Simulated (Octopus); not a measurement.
# BN under changes of volume

One of the cells (5.959 Å³/atom); the others are scaled copies at fixed shape and fractional positions:

```
N B
1.0
     0.00000    1.81300    1.81300
     1.81300    0.00000    1.81300
     1.81300    1.81300    0.00000
N B
1 1
Cartesian
  0.9065 0.9065 0.9065
  0.0000 0.0000 0.0000
```

The cell is a database's computed one.

```yaml
Program: Octopus 16.4
Functional: PBE
Potentials_or_basis: pseudodojo_pbe (PseudoDojo 0.5, PBE)
Grid_spacing: 0.128 Å
k_mesh: 13 × 13 × 13
Occupations: fermi-dirac, width 0.05 eV
Spin: no spin polarisation
```

```tsv
volume (Å³/atom)	energy over the lowest point (meV/atom)	gap on the mesh (eV)
5.602	25.14	4.68
5.721	10.46	4.65
5.840	1.99	4.62
5.959	0.00	4.60
6.078	2.92	4.57
6.198	11.51	4.54
6.317	?	?
```

What does the run at 6.317 Å³/atom give?

Energy over the lowest point 23.70 meV/atom; gap on the mesh 4.52 eV.

Worked out: A Birch-Murnaghan fit of order 3 (a polynomial in V^(-2/3)) to the other rows has its minimum at 5.95 Å³/atom with B0 = V·E''(V) = 375 GPa and B' = 2.8. It gives 24.62 meV/atom at 6.317 Å³/atom, against the run's 23.70. A straight line through the other rows of the gap, of slope -1.36 eV per unit of ln V, extrapolates to 4.52 eV, against the run's 4.52.

Energies are extrapolated to zero smearing.

Caveats: an odd mesh through Γ misses points on the zone boundary, where band edges often lie.
